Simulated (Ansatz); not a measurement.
# Ni₃Ge films: biaxial stress and wafer bow

Plane-wave DFT in Ansatz, PBEsol, scalar-relativistic PAW potentials, cutoff 420 eV, no spin-orbit coupling; no spin polarisation. Ni₃Ge in space group Pm-3m, which needn't be the usual phase of this composition, strained equally along a and b of the conventional cell, with c and the atoms relaxed within the symmetry (a film with c along the normal). Stress is the in-plane mean, tension positive.

```tsv
strain (%)	stress (GPa)	E − E(0) (meV/atom)
-4.5	-18.69	51.5
-3.0	-11.22	21.2
-1.5	?	4.9
+0.0	0.00	0.0
+1.5	4.14	4.3
+3.0	7.48	16.2
+4.5	9.93	34.1
```

Fit the stress, get the biaxial modulus and predict the missing row.

A parabola through the given rows is σ = -0.01 + 3.158 ε -0.2144 ε² GPa (ε in %), so M = dσ/dε = 316 GPa at zero. It predicts -5.23 GPa at -1.5 %; the run gave -5.04 GPa. The miss is 0.19 GPa, so the fit holds. The negative square term means that the film is stiffer in compression than in tension. The energies check it: E/V = Mε² at small strain, and a cubic fit with V = 10.95 Å³/atom gives M = 310 GPa, in agreement.

How much does a 100 nm film at +0.2 % strain bow a 300 mm Si(001) wafer 775 μm thick?

The fit, without its small constant, gives σ = 0.62 GPa. Stoney's formula, κ = 6σt_f/(M_s t_s²) with M_s = 180.5 GPa for Si(001) (literature), gives |κ| = 3.43×10⁻³ m⁻¹ and a bow κr²/2 = 38.6 μm at r = 150 mm, with the film side concave (tension pulls the edges up). This assumes a single-crystal or fully textured, unrelaxed film at 0 K.

The cell has no gap in any row, so the stresses hang on mesh and smearing.

Cost: about 11 core-minutes for the runs cited, on AMD EPYC 7R43 (Zen 3) (shared hosts).